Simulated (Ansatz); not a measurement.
# HfC: stress in a strained cell

Aim: deform HfC (equal xy, yz and zx engineering shear strains of +1 %) and compute stress, forces and field gradients with LAPW, PAW and all-electron datasets made for the crystal.

Computed with Ansatz 0.2.0 (DFT PBE, scalar-relativistic, unless a step's input says otherwise).

## 1. The system as given

It takes space group Fm-3m (No. 225, cubic). The conventional cell has a = 4.650 Å, b = 4.650 Å, c = 4.650 Å, α = 90.00°, β = 90.00°, γ = 90.00°. Hf (site symmetry m-3m) has 6 C at 2.33 Å as nearest neighbours. C (site symmetry m-3m) has 6 Hf at 2.33 Å as nearest neighbours.

Coordinates:

```cif
data_structure
_symmetry_space_group_name_H-M 'Fm-3m'
_symmetry_Int_Tables_number 225
_cell_length_a 4.6500
_cell_length_b 4.6500
_cell_length_c 4.6500
_cell_angle_alpha 90.000
_cell_angle_beta 90.000
_cell_angle_gamma 90.000
_cell_volume 100.54
loop_
_atom_site_label
_atom_site_type_symbol
_atom_site_symmetry_multiplicity
_atom_site_Wyckoff_symbol
_atom_site_fract_x
_atom_site_fract_y
_atom_site_fract_z
_atom_site_occupancy
Hf1 Hf 4 b 0.50000 0.00000 0.00000 1
C1 C 4 a 0.00000 0.00000 0.00000 1
```

The file gives the conventional cell by its symmetry; the runs use the cell typed in the input.

Atoms are numbered in the order of the input: Hf1, C2.

## 2. After the deformation

Space group Fm-3m before, R-3m after.

## 3. LAPW, all electrons

File input.yaml:

```yaml
crystal:
  lattice:
    - [0.02325, 2.336625, 2.336625]
    - [2.336625, 0.02325, 2.336625]
    - [2.336625, 2.336625, 0.02325]
  atoms:
    - { symbol: Hf, position: [0.5, 0.5, 0.5] }
    - { symbol: C, position: [0.0, 0.0, 0.0] }
kpoints:
  mp_grid: { grid: [15, 15, 15] }
  band_path:
    path:
      - [0.0, 0.0, 0.0]
      - [0.5, 0.5, 0.5]
      - [0.247543133, 0.5, 0.752456867]
      - [-0.247543133, 0.247543133, 0.5]
      - [0.0, 0.0, 0.5]
      - [0.0, 0.0, 0.0]
      - [-0.3737715665, 0.0, 0.3737715665]
      - [0.0, 0.3737715665, 0.6262284335]
      - [0.0, 0.5, 0.5]
    npoints: 5
scf:
  occupations: { method: fermi_dirac, width: 0.05 }
hamiltonian:
  xc: pbe
  pseudopotentials: { kind: all_electron, lapw: { basis_error: 0.001 } }
output:
  forces: true
  stress: true
  eigenvalues: true
```

The run is started by

```bash
$ ansatz run input.yaml --threads 1 --pin off --max-ram 3072MiB --backend cpu --events-out ev --progress --plain --runs-dir out
```

## 4. Frozen-core PAW

File input.yaml:

```yaml
crystal:
  lattice:
    - [0.02325, 2.336625, 2.336625]
    - [2.336625, 0.02325, 2.336625]
    - [2.336625, 2.336625, 0.02325]
  atoms:
    - { symbol: Hf, position: [0.5, 0.5, 0.5] }
    - { symbol: C, position: [0.0, 0.0, 0.0] }
kpoints:
  mp_grid: { grid: [15, 15, 15] }
scf:
  occupations: { method: fermi_dirac, width: 0.05 }
hamiltonian:
  xc: pbe
  pseudopotentials: { kind: paw }
output:
  forces: true
  stress: true
  eigenvalues: true
  efg: { contact_densities: true }
```

## 5. Datasets made for this crystal

Edit input.yaml of step 4 so:

```diff
@@ -14,3 +14,3 @@
   xc: pbe
-  pseudopotentials: { kind: paw }
+  pseudopotentials: { kind: all_electron, datasets: crystal }
 output:
```

(Steps that only read results are left out.)

**Question.** What will these runs give? Wanted: pressure; largest shear or deviatoric stress.

**Answer**, as computed:

```
                                 quantity                                           value
                                 pressure  LAPW 0.27, PAW 0.22, crystal datasets 0.27 GPa
largest shear or deviatoric stress (LAPW)                                        1.70 GPa
```

What this shows: The largest part of the stress beyond the pressure is 1.70 GPa in size; the atoms are carried along and not relaxed. No run of the undeformed cell stands beside it, so the pressure holds what the given cell had before the change. PAW: stress within 0.05 GPa of LAPW. Crystal datasets: stress within 0.01 GPa of LAPW. Spin-orbit coupling is left out, though the cell holds Hf; in elements this heavy it can shift bands and gaps by tenths of an eV.
